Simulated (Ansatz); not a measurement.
HfB2:

```
Hf B
1.0
     3.14000    0.00000    0.00000
    -1.57000    2.71932    0.00000
     0.00000    0.00000    3.48000
Hf B
1 2
Direct
  0.00000 0.00000 0.00000
  0.66667 0.33333 0.50000
  0.33333 0.66667 0.50000
```

```yaml
Program: Ansatz 0.2.0
Task: relaxation of cell and atoms
Functional: PBE
Dispersion: D3(BJ)
Potentials_or_basis: Ansatz PAW
Cutoff: "420 eV (not typed: the program's choice for these potentials)"
k_mesh: 10 × 10 × 8
Occupations: fermi-dirac, width 0.05 eV
Spin: no spin polarisation
```

At the start: volume 9.90 Å³/atom.

Q: Where does the relaxation end?

A: It ends after 7 steps and the volume is 9.73 Å³/atom (-1.8 %); space group P6/mmm (No. 191, to 0.05 Å).

Step by step:
```
step  energy change (eV)  largest force (eV/Å)  volume (Å³)
   1              0.0000                0.0000        29.71
   2             -0.0073                0.0000        29.01
   3             -0.0084                0.0000        29.17
   4             -0.0085                0.0000        29.18
   5             -0.0079                0.0000        29.18
   6             -0.0079                0.0000        29.18
   7             -0.0079                0.0000        29.18
```

Final structure:
```
Hf B
1.0
     3.12052    0.00000    0.00000
    -1.56026    2.70245    0.00000
     0.00000    0.00000    3.45966
Hf B
1 2
Direct
  0.00000 0.00000 0.00000
  0.66667 0.33333 0.50000
  0.33333 0.66667 0.50000
```

Caveat: the plane-wave basis is chosen anew once the cell has moved, so the energies of steps on either side of that aren't comparable; pairwise dispersion overbinds metals, which lowers pressure and volume.
